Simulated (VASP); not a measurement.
# LiCl (Fm-3m) in VASP: a series of runs

One crystal, LiCl, is run at these levels: PBEsol, LDA; tasks: relaxation of cell and atoms.

Everything below comes from runs of VASP 6.6.1. Logs are shortened: lines on timing, memory, paths and dates and some standing lists are left out, and cuts for length are marked.

### Step 1. The crystal as given

Symmetry: Fm-3m, No. 225, cubic system. Conventional cell: a = 5.084 Å, b = 5.084 Å, c = 5.084 Å, α = 90.00°, β = 90.00°, γ = 90.00°. Li (site symmetry m-3m) has 6 Cl at 2.54 Å as nearest neighbours. Cl (site symmetry m-3m) has 6 Li at 2.54 Å as nearest neighbours.

The cell is a database's computed one.

### Step 2. Relaxation of cell and atoms, PBEsol

Contents of INCAR:

```
PREC     = Accurate       # precision mode
ENCUT    = 600            # plane-wave cutoff, eV
EDIFF    = 1E-7           # SCF threshold, eV
ISMEAR   = 0              # smearing method
SIGMA    = 0.02           # smearing width, eV
LREAL    = False          # projectors in reciprocal space
LASPH    = True           # aspherical terms in the spheres
NELM     = 100            # most SCF steps
ALGO     = Normal         # electronic algorithm
ISIF     = 3              # what is computed and relaxed
LWAVE    = False          # write WAVECAR
LCHARG   = False          # write CHGCAR
GGA      = PS             # functional
IBRION   = 2              # ionic algorithm
NSW      = 90             # ionic steps
EDIFFG   = -0.005         # ionic threshold
```

Contents of KPOINTS:

```
regular mesh
0
Gamma
  8 8 8
```

Contents of POSCAR:

```
LiCl
1.0
    0.0000000000      2.5421223400      2.5421223400
    2.5421223400      0.0000000000      2.5421223400
    2.5421223400      2.5421223400      0.0000000000
Li Cl
1 1
Direct
    0.0000000000      0.0000000000      0.0000000000
    0.5000000000      0.5000000000      0.5000000000
```

Potentials or basis: VASP PAW PBE potentials, release 64 (Li_sv, Cl).

The run is started by

```sh
$ cat potpaw_PBE.64/Li_sv/POTCAR potpaw_PBE.64/Cl/POTCAR > POTCAR
$ mpirun -np 1 vasp_std > vasp.out
```

OUTCAR:

```text
PREC = Accurate
   ENCUT = 600
   EDIFF = 1E-7
   ISMEAR = 0
   LREAL = False
   LASPH = True
   NELM = 100
   ISIF = 3
   GGA = PS
   IBRION = 2
   NSW = 90
   EDIFFG = -0.005

 ion  position               nearest neighbor table
   1  0.000  0.000  0.000-   2 2.54   2 2.54   2 2.54   2 2.54   2 2.54   2 2.54
   2  0.500  0.500  0.500-   1 2.54   1 2.54   1 2.54   1 2.54   1 2.54   1 2.54

  LATTYP: Found a face centered cubic cell.
 ALAT       =     5.0842446800

  Lattice vectors:

 A1 = (   0.0000000000,   2.5421223400,   2.5421223400)
 A2 = (   2.5421223400,   0.0000000000,   2.5421223400)
 A3 = (   2.5421223400,   2.5421223400,   0.0000000000)

Analysis of symmetry for initial positions (statically):
=====================================================================
 Subroutine PRICEL returns:
 Original cell was already a primitive cell.

 Routine SETGRP: Setting up the symmetry group for a
 face centered cubic supercell.

 Subroutine GETGRP returns: Found 48 space group operations
 (whereof 48 operations were pure point group operations)
 out of a pool of 48 trial point group operations.

The static configuration has the point symmetry O_h .

Analysis of symmetry for dynamics (positions and initial velocities):
=====================================================================
 Subroutine PRICEL returns:
 Original cell was already a primitive cell.

 Routine SETGRP: Setting up the symmetry group for a
 face centered cubic supercell.

 Subroutine GETGRP returns: Found 48 space group operations
 (whereof 48 operations were pure point group operations)
 out of a pool of 48 trial point group operations.

The dynamic configuration has the point symmetry O_h .

 Subroutine INISYM returns: Found 48 space group operations
 (whereof 48 operations are pure point group operations),
 and found     1 'primitive' translations

----------------------------------------------------------------------------------------

                                     Primitive cell

  volume of cell :      32.8564

  direct lattice vectors                    reciprocal lattice vectors
     0.000000000  2.542122340  2.542122340    -0.196686049  0.196686049  0.196686049
     2.542122340  0.000000000  2.542122340     0.196686049 -0.196686049  0.196686049
     2.542122340  2.542122340  0.000000000     0.196686049  0.196686049 -0.196686049

  length of vectors
     3.595103890  3.595103890  3.595103890     0.340670231  0.340670231  0.340670231

  position of ions in fractional coordinates (direct lattice)
     0.000000000  0.000000000  0.000000000
     0.500000000  0.500000000  0.500000000

  ion indices of the primitive-cell ions
   primitive index   ion index
                 1           1
                 2           2

----------------------------------------------------------------------------------------

 KPOINTS: regular mesh

Automatic generation of k-mesh.
 Grid dimensions read from file:
 generate k-points for:    8    8    8

 Generating k-lattice:

  Cartesian coordinates                     Fractional coordinates (reciprocal lattice)
    -0.024585756  0.024585756  0.024585756     0.125000000  0.000000000  0.000000000
     0.024585756 -0.024585756  0.024585756     0.000000000  0.125000000  0.000000000
     0.024585756  0.024585756 -0.024585756     0.000000000  0.000000000  0.125000000

  Length of vectors
     0.042583779  0.042583779  0.042583779

  Shift w.r.t. Gamma in fractional coordinates (k-lattice)
     0.000000000  0.000000000  0.000000000

 Subroutine IBZKPT returns following result:
 ===========================================

 Found     29 irreducible k-points:

 Following reciprocal coordinates:
            Coordinates               Weight
  0.000000  0.000000  0.000000      1.000000
  0.125000  0.000000  0.000000      8.000000
  0.250000  0.000000  0.000000      8.000000
  0.375000  0.000000  0.000000      8.000000
  0.500000  0.000000  0.000000      4.000000
  0.125000  0.125000  0.000000      6.000000
[... 16 lines left out ...]
  0.500000  0.250000  0.125000     48.000000
 -0.375000  0.250000  0.125000     24.000000
 [... further k-points ...]
   k-points           NKPTS =     29   k-points in BZ     NKDIM =     29   number of bands    NBANDS=      9
   number of dos      NEDOS =    301   number of ions     NIONS =      2
   total plane-waves  NPLWV =  27000
   dimension x,y,z NGX =    30 NGY =   30 NGZ =   30
   dimension x,y,z NGXF=    60 NGYF=   60 NGZF=   60
   ions per type =               1   1
   NGX,Y,Z   is equivalent  to a cutoff of  13.87, 13.87, 13.87 a.u.
   NGXF,Y,Z  is equivalent  to a cutoff of  27.75, 27.75, 27.75 a.u.
 SYSTEM =  unknown system
   PREC   = accura    normal or accurate (medium, high low for compatibility)
   ISTART =      0    job   : 0-new  1-cont  2-samecut
   ICHARG =      2    charge: 1-file 2-atom 10-const
   ISPIN  =      1    spin polarized calculation?
   LNONCOLLINEAR =      F non collinear calculations
   LSORBIT =      F    spin-orbit coupling
   LASPH  =      T    aspherical Exc in radial PAW
   ENCUT  =  600.0 eV  44.10 Ry    6.64 a.u.   7.18  7.18  7.18*2*pi/ulx,y,z
   NELM   =    100;   NELMIN=  2; NELMDL= -5     # of ELM steps
   EDIFF  = 0.1E-06   stopping-criterion for ELM
   LREAL  =      F    real-space projection
   EDIFFG = -.5E-02   stopping-criterion for IOM
   NSW    =     90    number of steps for IOM
   IBRION =      2    ionic relax: 0-MD 1-quasi-New 2-CG
   NFREE  =      1    steps in history (QN), initial steepest desc. (CG)
   ISIF   =      3    stress and relaxation
   ISYM   =      2    0-nonsym 1-usesym 2-fastsym
   POTIM  = 0.5000    time-step for ionic-motion
   TEBEG  =    0.0;   TEEND  =   0.0 temperature during run
   PSTRESS=    0.0 pullay stress
   NELECT =      10.0000    total number of electrons
   NUPDOWN=      -1.0000    fix difference up-down
   EMIN   =  10.00;   EMAX   =-10.00  energy-range for DOS
   EFERMI =   0.00;   METHOD = LEGACY
   ISMEAR =     0;   SIGMA  =   0.02  broadening in eV -4-tet -1-fermi 0-gaus
   EFERMI_NEDOS =   21; number of points for ismear=-14 and -15
   IALGO  =     38    algorithm
   IMIX   =      4    mixing-type and parameters
     AMIX     =   0.40;   BMIX     =  1.00
     AMIX_MAG =   1.60;   BMIX_MAG =  1.00
  volume/ion in A,a.u.               =      16.43       110.86
  Fermi-wavevector in a.u.,A,eV,Ry     =   1.101206  2.080977 16.499154  1.212654
  Thomas-Fermi vector in A             =   2.237629
   LORBIT       =      0    0 simple, 1 ext, 2 COOP (PROOUT), +10 PAW based schemes
   GGA     = PS    functional components
   LHFCALC =     F    Hartree Fock is set to
   AEXX    =    0.0000 exact exchange contribution
   IVDW    =     0    specifies the selected vdW correction
   LEPSILON=     F    determine dielectric tensor
   LRPA    =     F    only Hartree local field effects (RPA)
 conjugate gradient relaxation of ions
 non-spin polarized calculation
 Gauss-broadening in eV      SIGMA  =   0.02
  energy-cutoff  :      600.00
  volume of cell :       32.86
 maximum number of plane-waves:      1108
 NGX is ok and might be reduce to    30
   NGX = 15   NGY = 15   NGZ = 15

--------------------------------------- Ionic step        1  -------------------------------------------

 number of electron      10.0000000 magnetization

 number of electron       9.9999997 magnetization

 Free energy of the ion-electron system (eV)
  ---------------------------------------------------
  ext. energy  EPLUGINS =         0.00000000
  ---------------------------------------------------
  free energy    TOTEN  =        -7.63906383 eV

  energy without entropy =       -7.63906383  energy(sigma->0) =       -7.63906383

------------------------ aborting loop because EDIFF is reached ----------------------------------------

  FORCE on cell =-STRESS in cart. coord.  units (eV):
  Direction    XX          YY          ZZ          XY          YZ          ZX
  --------------------------------------------------------------------------------------
  -------------------------------------------------------------------------------------
  Total       -0.0955005     -0.0955005     -0.0955005     -0.0000000      0.0000000     -0.0000000
  in kB       -4.6568996     -4.6568996     -4.6568996     -0.0000000      0.0000000     -0.0000000
  external PRESSURE =      -4.6568996 kB  Pullay stress =       0.0000000 kB

 VOLUME and BASIS-vectors are now :
 -----------------------------------------------------------------------------
  energy-cutoff  :      600.00
  volume of cell :       32.86
      direct lattice vectors                 reciprocal lattice vectors
     0.000000000  2.542122340  2.542122340    -0.196686049  0.196686049  0.196686049
     2.542122340  0.000000000  2.542122340     0.196686049 -0.196686049  0.196686049
     2.542122340  2.542122340  0.000000000     0.196686049  0.196686049 -0.196686049
[... 37 lines left out ...]
 POSITION                                       TOTAL-FORCE (eV/Angst)
 -----------------------------------------------------------------------------------
      2.53627      5.07253      2.53627        -0.000000     -0.000000      0.000000
      2.53627      2.53627      2.53627         0.000000      0.000000     -0.000000
 -----------------------------------------------------------------------------------
    total drift:                                0.000000      0.000000      0.000000

  FREE ENERGIE OF THE ION-ELECTRON SYSTEM (eV)
  ---------------------------------------------------
  free  energy   TOTEN  =        -7.6395653251 eV

  energy  without entropy=       -7.6395653251  energy(sigma->0) =       -7.63956533

--------------------------------------- Ionic step        3  -------------------------------------------

 number of electron       9.9999995 magnetization

 Free energy of the ion-electron system (eV)
  ---------------------------------------------------
  ext. energy  EPLUGINS =         0.00000000
  ---------------------------------------------------
  free energy    TOTEN  =        -7.63973012 eV

  energy without entropy =       -7.63973012  energy(sigma->0) =       -7.63973012

 E-fermi :   0.9390     XC(G=0):  -9.0845

 val. band max:        0.8398974035   @ k =   0.0000   0.0000   0.0000
 cond. band min:       7.2066001393   @ k =   0.0000   0.0000   0.0000
 fundamental gap:      6.3667027358
 Fermi energy:         0.9389666484

 k-point     1 :       0.0000    0.0000    0.0000
  band No.  band energies     occupation
      1     -41.9081      2.00000
      2     -12.6982      2.00000
      3       0.8399      2.00000
      4       0.8399      2.00000
      5       0.8399      2.00000
      6       7.2066      0.00000
      7      12.6830      0.00000
      8      12.6830      0.00000
      9      12.6830      0.00000

 k-point     2 :       0.1250    0.0000    0.0000
  band No.  band energies     occupation
      1     -41.9077      2.00000
      2     -12.6147      2.00000
      3       0.2689      2.00000
      4       0.7947      2.00000
      5       0.7947      2.00000
      6       7.6763      0.00000
      7      11.8941      0.00000
      8      12.6173      0.00000
      9      12.6173      0.00000
[... 253 lines left out ...]
 k-point    24 :      -0.3750    0.2500    0.1250
  band No.  band energies     occupation
      1     -41.9041      2.00000
      2     -11.9312      2.00000
      3      -1.9172      2.00000
      4      -0.5922      2.00000
      5       0.2061      2.00000
      6       8.9643      0.00000
      7      10.1143      0.00000
      8      11.3762      0.00000
      9      12.7128      0.00000

 [... further k-points ...]

------------------------ aborting loop because EDIFF is reached ----------------------------------------

  FORCE on cell =-STRESS in cart. coord.  units (eV):
  Direction    XX          YY          ZZ          XY          YZ          ZX
  --------------------------------------------------------------------------------------
  -------------------------------------------------------------------------------------
  Total       -0.0048568     -0.0048568     -0.0048568     -0.0000000     -0.0000000      0.0000000
  in kB       -0.2399576     -0.2399576     -0.2399576     -0.0000000     -0.0000000      0.0000000
  external PRESSURE =      -0.2399576 kB  Pullay stress =       0.0000000 kB

 VOLUME and BASIS-vectors are now :
 -----------------------------------------------------------------------------
  energy-cutoff  :      600.00
  volume of cell :       32.43
      direct lattice vectors                 reciprocal lattice vectors
     0.000000000  2.531045265  2.531045265    -0.197546842  0.197546842  0.197546842
     2.531045265  0.000000000  2.531045265     0.197546842 -0.197546842  0.197546842
     2.531045265  2.531045265 -0.000000000     0.197546842  0.197546842 -0.197546842

 POSITION                                       TOTAL-FORCE (eV/Angst)
 -----------------------------------------------------------------------------------
      0.00000      0.00000      0.00000        -0.000000      0.000000      0.000000
      2.53105      2.53105      2.53105         0.000000     -0.000000     -0.000000
 -----------------------------------------------------------------------------------
    total drift:                               -0.000000     -0.000000      0.000000

  FREE ENERGIE OF THE ION-ELECTRON SYSTEM (eV)
  ---------------------------------------------------
  free  energy   TOTEN  =        -7.6397301169 eV

  energy  without entropy=       -7.6397301169  energy(sigma->0) =       -7.63973012

 reached required accuracy - stopping structural energy minimisation
```

Wall time 31 s (1 thread of AMD EPYC 7R13 (Zen 3), shared host); peak memory 0.13 GiB.

What came out:

```yaml
Free_energy: -7.6397 eV
Relaxed_volume: 16.21 Å³/atom
Relaxed_cell: a = 3.579 Å, b = 3.579 Å, c = 3.579 Å, α = 60.00°, β = 60.00°, γ = 60.00°
Space_group_after_relaxing_to_0.05_Å: Fm-3m (No. 225)
Energy_gained_by_relaxing: 0.3 meV/atom
Ionic_steps: 3
Pressure_after_relaxing: 0.0 GPa
Band_gap_on_the_k_mesh: 6.37 eV, direct
```

The path:
| step | energy change (eV) | largest force (eV/Å) | pressure (GPa) | volume (Å³) |
| --- | --- | --- | --- | --- |
| 1 | 0.0000 | 0.0000 | -0.47 | 32.86 |
| 2 | -0.0005 | 0.0000 | -0.24 | 32.63 |
| 3 | -0.0007 | 0.0000 | -0.02 | 32.43 |

Final structure:
```
CELL_PARAMETERS angstrom
0.00000 2.53105 2.53105
2.53105 0.00000 2.53105
2.53105 2.53105 0.00000
ATOMIC_POSITIONS crystal
Li 0.00000 0.00000 0.00000
Cl 0.50000 0.50000 0.50000
```

Caveat: the cutoff is under 1.25 times the usual one of these potentials, so pressure, stress and relaxed cells hold a basis-set (Pulay) error; the PAW data sets were made with another functional, which shifts forces and pressure a little. A k mesh can miss the band edges.

### Step 3. Relaxation of cell and atoms, LDA

INCAR, as its differences from that of step 2:

```diff
@@ -12,3 +12,2 @@
 LCHARG   = False          # write CHGCAR
-GGA      = PS             # functional
 IBRION   = 2              # ionic algorithm
```

KPOINTS is that of step 2.

POSCAR is that of step 2.

Potentials or basis: VASP PAW LDA potentials, release 64 (Li_sv, Cl).

The run is started by

```sh
$ cat potpaw_LDA.64/Li_sv/POTCAR potpaw_LDA.64/Cl/POTCAR > POTCAR
$ mpirun -np 1 vasp_std > vasp.out
```

It took 31 s on 1 thread of AMD EPYC 7R13 (Zen 3), shared host; peak memory 0.12 GiB.

It converged, with:

```
Free energy                            : -8.0974 eV
Relaxed volume                         : 15.26 Å³/atom
Relaxed cell                           : a = 3.508 Å, b = 3.508 Å, c = 3.508 Å, α = 60.00°, β = 60.00°, γ = 60.00°
Space group after relaxing (to 0.05 Å) : Fm-3m (No. 225)
Energy gained by relaxing              : 10.0 meV/atom
Ionic steps                            : 4
Pressure after relaxing                : 0.0 GPa
Band gap on the k mesh                 : 6.52 eV, indirect (least direct gap 6.63 eV)
```

The path:
```
step  energy change (eV)  largest force (eV/Å)  pressure (GPa)  volume (Å³)
   1              0.0000                0.0000           -2.57        32.86
   2             -0.0153                0.0000           -1.34        31.62
   3             -0.0200                0.0000           -0.10        30.60
   4             -0.0200                0.0000            0.01        30.52
```

Final structure:
```
Li Cl
1.0
     0.00000    2.48033    2.48033
     2.48033    0.00000    2.48033
     2.48033    2.48033    0.00000
Li Cl
1 1
Direct
  0.00000 0.00000 0.00000
  0.50000 0.50000 0.50000
```

Levels at points of the mesh, in eV from the valence-band top:
| k point | band 3 | band 4 | band 5 | band 6 | band 7 | band 8 |
| --- | --- | --- | --- | --- | --- | --- |
| (0.00, 0.00, 0.00) | 0.00 | 0.00 | 0.00 | 6.63 | 11.81 | 11.81 |
| (0.50, 0.00, 0.00) | -3.33 | -0.31 | -0.31 | 6.52 | 9.24 | 9.24 |
| (0.50, 0.50, 0.00) | -3.49 | -1.34 | -1.34 | 7.84 | 7.86 | 12.98 |

Caveat: the cutoff is under 1.25 times the usual one of these potentials, so pressure, stress and relaxed cells hold a basis-set (Pulay) error. A k mesh can miss the band edges.
